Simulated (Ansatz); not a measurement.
# LiF, before and after

The guess for LiF was made by a generator: 5-connected net, two elements alternating (P2_1/c, No. 14). Lengths were set from tabulated atomic sizes, so they are only a guess.

start.cif

```cif
data_structure
_symmetry_space_group_name_H-M 'P2_1/c'
_symmetry_Int_Tables_number 14
_cell_length_a 3.4663
_cell_length_b 2.4630
_cell_length_c 5.9908
_cell_angle_alpha 90.000
_cell_angle_beta 100.005
_cell_angle_gamma 90.000
_cell_volume 50.37
loop_
_atom_site_label
_atom_site_type_symbol
_atom_site_symmetry_multiplicity
_atom_site_Wyckoff_symbol
_atom_site_fract_x
_atom_site_fract_y
_atom_site_fract_z
_atom_site_occupancy
Li1 Li 4 e 0.22594 0.65954 0.88717 1
F1 F 4 e 0.27406 0.34046 0.61283 1
```

These are results of DFT PBE, scalar-relativistic, plane waves, PAW in Ansatz, not measurements. Cutoff 420 eV, Gaussian smearing, Γ-centred meshes. Cell and atoms relax first on a coarse mesh and then on a converged one. In between, the cell is made exact in the group found at 0.06 Å. The steps can't lower the symmetry of their start. No spin polarisation.

end.cif

```cif
data_structure
_symmetry_space_group_name_H-M 'Fm-3m'
_symmetry_Int_Tables_number 225
_cell_length_a 4.0678
_cell_length_b 4.0678
_cell_length_c 4.0678
_cell_angle_alpha 90.000
_cell_angle_beta 90.000
_cell_angle_gamma 90.000
_cell_volume 67.31
loop_
_atom_site_label
_atom_site_type_symbol
_atom_site_symmetry_multiplicity
_atom_site_Wyckoff_symbol
_atom_site_fract_x
_atom_site_fract_y
_atom_site_fract_z
_atom_site_occupancy
Li1 Li 4 a 0.00000 0.00000 0.00000 1
F1 F 4 b 0.50000 0.00000 0.00000 1
```

The symmetry goes from P2_1/c (No. 14) to Fm-3m (No. 225), and the primitive cell from 8 to 2 atoms. The end has the rock salt type. The volume per atom grows by 33.6 %, from 6.3 to 8.4 Å³. The shortest distance goes from 1.79 Å (Li–F) to 2.03 Å (Li–F). The energy falls by about 0.44 eV/atom (the start's value is from the coarse mesh). The end is written in a standard setting, so origin, axes and order of atoms can differ from the start's.

```
Volume per atom                             : 8.41 Å³
Density                                     : 2.56 g/cm³
Energy over the elements                    : −2.945 eV/atom
Gap on the 10×10×10 mesh of the 2-atom cell : 8.83 eV
```

Formation energies are uncorrected and refer to the elements' standard structures at the same level (F₂ as a molecule). A negative formation energy is needed for stability but isn't enough: competing phases decide.

The last run used Gaussian smearing of 0.02 eV. Kohn–Sham gaps at this level usually fall short of measured ones. A structure relaxed within its symmetry needn't be a true minimum. In all, the 3 runs took 82 s on 1 thread of Arm Neoverse V2, on a shared host.
